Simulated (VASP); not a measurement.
VASP 6.6.1 run: BN

INCAR

```
PREC = Accurate
EDIFF = 1E-7
GGA = AM
ALGO = Normal
NELM = 120
LASPH = .TRUE.
LREAL = .FALSE.
NBANDS = 16
SIGMA = 0.01
LWAVE = .FALSE.
ISIF = 2
ENCUT = 520
NSW = 0
ISMEAR = 0
IBRION = -1
LCHARG = .FALSE.
```

KPOINTS

```
KPOINTS created by Atomic Simulation Environment
0
Gamma
12 12 6
0 0 0
```

POSCAR

```
B  N
 1.0000000000000000
     2.4421919995580175    0.0000000000000000    0.0000000000000000
    -1.2210959997790087    2.1150003125363579    0.0000000000000000
     0.0000000000000000    0.0000000000000000    4.0395027278000004
 B   N
   2   2
Cartesian
 -0.0000000000000000  1.4100002083575718  0.0024942547555246
  1.2210959997790083  0.7050001041787859  2.0222456186555253
 -0.0000000000000000  1.4100002083575718  1.5123192681694755
  1.2210959997790083  0.7050001041787859  3.5320706320694755
```

The recommended PBE PAW datasets give the neutral cell 16 valence electrons.

Command

```
mpirun -np 1 vasp_std
```

OSZICAR

```
N       E                     dE             d eps       ncg     rms          rms(c)
DAV:   1     0.386895787967E+02    0.38690E+02   -0.84659E+03  2440   0.986E+02
DAV:   2    -0.357567590119E+02   -0.74446E+02   -0.69878E+02  3480   0.241E+02
DAV:   3    -0.379005339845E+02   -0.21438E+01   -0.21405E+01  2792   0.371E+01
DAV:   4    -0.379046479241E+02   -0.41139E-02   -0.41137E-02  3008   0.187E+00
DAV:   5    -0.379046575066E+02   -0.95825E-05   -0.95825E-05  2776   0.818E-02    0.104E+01
DAV:   6    -0.359396318618E+02    0.19650E+01   -0.20874E+00  3136   0.132E+01    0.524E+00
DAV:   7    -0.357086777543E+02    0.23095E+00   -0.39630E-01  3192   0.509E+00    0.294E+00
DAV:   8    -0.356724195409E+02    0.36258E-01   -0.51009E-02  2816   0.193E+00    0.261E-01
DAV:   9    -0.356713677023E+02    0.10518E-02   -0.20417E-03  2840   0.528E-01    0.146E-01
DAV:  10    -0.356715634488E+02   -0.19575E-03   -0.31967E-04  2832   0.146E-01    0.217E-02
DAV:  11    -0.356715694770E+02   -0.60282E-05   -0.26241E-05  3104   0.486E-02    0.151E-02
DAV:  12    -0.356715699938E+02   -0.51672E-06   -0.43752E-06  2920   0.207E-02    0.167E-03
DAV:  13    -0.356715700384E+02   -0.44653E-07   -0.13252E-07  2080   0.357E-03
   1 F= -.35671570E+02 E0= -.35671570E+02  d E =-.118334E-60
```

Standard output (part)

```
POSCAR found type information on POSCAR B N
 POSCAR found :  2 types and       4 ions
 LDA part: xc-table for (Slater+PW92), standard interpolation
 POSCAR, INCAR and KPOINTS ok, starting setup
 WAVECAR not read
 entering main loop
```

From OUTCAR

```
k-points           NKPTS =     76   k-points in BZ     NKDIM =     76   number of bands    NBANDS=     16

   NELECT =      16.0000    total number of electrons

   dimension x,y,z NGX =    18 NGY =   18 NGZ =   30
   dimension x,y,z NGXF=    36 NGYF=   36 NGZF=   60

  energy-cutoff  :      520.00
  volume of cell :       20.86
      direct lattice vectors                 reciprocal lattice vectors
     2.442192000  0.000000000  0.000000000     0.409468216  0.236406584  0.000000000
    -1.221096000  2.115000313  0.000000000     0.000000000  0.472813169  0.000000000
     0.000000000  0.000000000  4.039502728     0.000000000  0.000000000  0.247555223

 k-points in reciprocal lattice and weights: KPOINTS created by Atomic Simulation Env
   0.00000000  0.00000000  0.00000000       0.001
   0.08333333  0.00000000  0.00000000       0.007
   0.16666667  0.00000000  0.00000000       0.007
   0.25000000  0.00000000  0.00000000       0.007
   0.33333333  0.00000000  0.00000000       0.007
   0.41666667 -0.00000000  0.00000000       0.007
   0.50000000  0.00000000  0.00000000       0.003
   0.08333333  0.08333333  0.00000000       0.007
   ...

 E-fermi :   9.3193

 k-point     1 :       0.0000    0.0000    0.0000
  band No.  band energies     occupation
      1     -12.7353      2.00000
      2      -7.9192      2.00000
      3      -3.0831      2.00000
      4       6.7695      2.00000
      5       6.7695      2.00000
      6       8.8287      2.00000
      7       9.2057      2.00000
      8       9.2057      2.00000
      9      17.9649      0.00000
     10      17.9649      0.00000
     11      18.4142      0.00000
     12      20.2790      0.00000
     13      21.9213      0.00000
     14      21.9805      0.00000
     15      21.9805      0.00000
     16      26.9013      0.00000

 k-point     2 :       0.0833    0.0000    0.0000
  band No.  band energies     occupation
      1     -12.5681      2.00000
      2      -7.7862      2.00000
      3      -2.9205      2.00000
      4       6.0171      2.00000
      5       6.4382      2.00000
      6       8.5856      2.00000
      7       8.6716      2.00000
      8       9.0272      2.00000
      9      17.7640      0.00000
     10      18.3127      0.00000
     11      18.6886      0.00000
     12      20.7500      0.00000
     13      21.9704      0.00000
     14      22.4951      0.00000
     15      22.5410      0.00000
     16      26.5760      0.00000

 k-point     3 :       0.1667    0.0000    0.0000
  band No.  band energies     occupation
      1     -12.0701      2.00000
      2      -7.4036      2.00000
      3      -2.4387      2.00000
      4       4.1944      2.00000
      5       5.6703      2.00000
      6       7.0833      2.00000
      7       8.1456      2.00000
      8       8.5348      2.00000
      9      17.3555      0.00000
     10      19.1140      0.00000
     11      19.1268      0.00000
     12      21.4433      0.00000
     13      22.4040      0.00000
     14      23.7965      0.00000
     15      23.8298      0.00000
     16      25.5495      0.00000

 ...

  Total        7.3789620      7.3789620      7.5637664      0.0000000      0.0000000      0.0000000
  in kB      566.6145315    566.6145315    580.8052635      0.0000000      0.0000000      0.0000000
  external PRESSURE =     571.3447755 kB  Pullay stress =       0.0000000 kB

 POSITION                                       TOTAL-FORCE (eV/Angst)
 -----------------------------------------------------------------------------------
      0.00000      1.41000      0.00249         0.000000     -0.000000      0.012232
      1.22110      0.70500      2.02225        -0.000000      0.000000      0.012232
      0.00000      1.41000      1.51232        -0.000000      0.000000     -0.012232
      1.22110      0.70500      3.53207        -0.000000     -0.000000     -0.012232
 -----------------------------------------------------------------------------------
    total drift:                                0.000000      0.000000     -0.000128

  FREE ENERGIE OF THE ION-ELECTRON SYSTEM (eV)
  ---------------------------------------------------
  free  energy   TOTEN  =       -35.6715700384 eV

  energy  without entropy=      -35.6715700384  energy(sigma->0) =      -35.67157004
```

It converged. Results: gap between bands v and c on the k mesh 4.66 eV; least direct gap on the k mesh 8.74 eV; pressure 57.1 GPa; largest force 0.01 eV/Å. Band v is the last that the valence electrons fill when counted band by band, and c is the next.

For comparison, a separate r²SCAN run of the intended cell, on usual settings and not on those above, gives a gap of 5.45 eV on its mesh and a pressure of 61.5 GPa.

The run above took about 22 s on one core of a shared host (Intel Xeon Platinum 8488C) and held 0.14 GiB at most.
